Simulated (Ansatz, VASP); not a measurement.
One calculation of HfN, two programs

```xyz
2
Lattice="0.0000 2.2509 2.2509 2.2509 0.0000 2.2509 2.2509 2.2509 0.0000" Properties=species:S:1:pos:R:3 pbc="T T T"
Hf    0.0000    0.0000    0.0000
N     2.2509    2.2509    2.2509
```

Alike in both runs: task single point; functional PBE; k mesh 16 × 16 × 16; occupations gaussian, width 0.1 eV; no spin polarisation.

|  | VASP | Ansatz |
| --- | --- | --- |
| version | VASP 6.6.1 | Ansatz 0.2.0 |
| potentials or method | VASP PAW PBE potentials, release 64 (Hf_pv, N) | scalar-relativistic, plane waves, PAW |
| plane-wave cutoff (eV) | 520 | 420 |
| valence electrons in the cell | 15 | 31 |

|  | VASP | Ansatz | Ansatz less VASP |
| --- | --- | --- | --- |
| gap on the k mesh at the Fermi level (eV) | none | none | - |
| pressure (GPa) | 6.1 | 8.6 | +2.44 |

A gap of «none» marks a metal or a gap that the smearing closes. The functional is the same, so the differences come from potentials, cutoffs and numerics. The two sets of potentials don't hold the same shells in valence.

The runs have no spin-orbit coupling, so splittings on Hf are missing.
